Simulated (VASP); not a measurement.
A run of VASP 6.6.1 is set up as follows.

File INCAR:

```
ALGO = Normal
EDIFF = 1E-6
EDIFFG = -0.01
ENCUT = 600
GGA = PE
IBRION = 2
ISIF = 3
ISMEAR = 1
LASPH = True
LCHARG = False
LREAL = False
LWAVE = False
NELM = 80
NSW = 90
PREC = Accurate
SIGMA = 0.1
```

The input KPOINTS:

```
k-points
0
Gamma
  10 10 10
```

POSCAR

```
Cu3N
1.0
    3.8070000000      0.0000000000      0.0000000000
    0.0000000000      3.8070000000      0.0000000000
    0.0000000000      0.0000000000      3.8070000000
Cu N
3 1
Direct
    0.5000000000      0.0000000000      0.0000000000
    0.0000000000      0.5000000000      0.0000000000
    0.0000000000      0.0000000000      0.5000000000
    0.0000000000      0.0000000000      0.0000000000
```

Potentials or basis: VASP PAW PBE potentials, release 64 (Cu, N).

The run is started by

```bash
$ cat potpaw_PBE.64/Cu/POTCAR potpaw_PBE.64/N/POTCAR > POTCAR
$ mpirun -np 1 vasp_std > vasp.out
```

Task: Estimate the relaxed cell.

Result: a = 3.833 Å, b = 3.833 Å, c = 3.833 Å, α = 90.00°, β = 90.00°, γ = 90.00°.

Task: What does it give for the space group after relaxing (to 0.05 Å)?

Result: Pm-3m (No. 221).

Task: Estimate the relaxed volume.

Result: 14.08 Å³/atom.

Step by step:
```tsv
step	energy change (eV)	largest force (eV/Å)	pressure (GPa)	volume (Å³)
1	0.0000	0.0000	2.55	55.18
2	-0.0064	0.0000	-1.19	56.95
3	-0.0088	0.0000	-0.04	56.32
```

PBE usually gives volumes a little too large and moduli too small. Zero-point motion and thermal expansion aren't in these numbers.
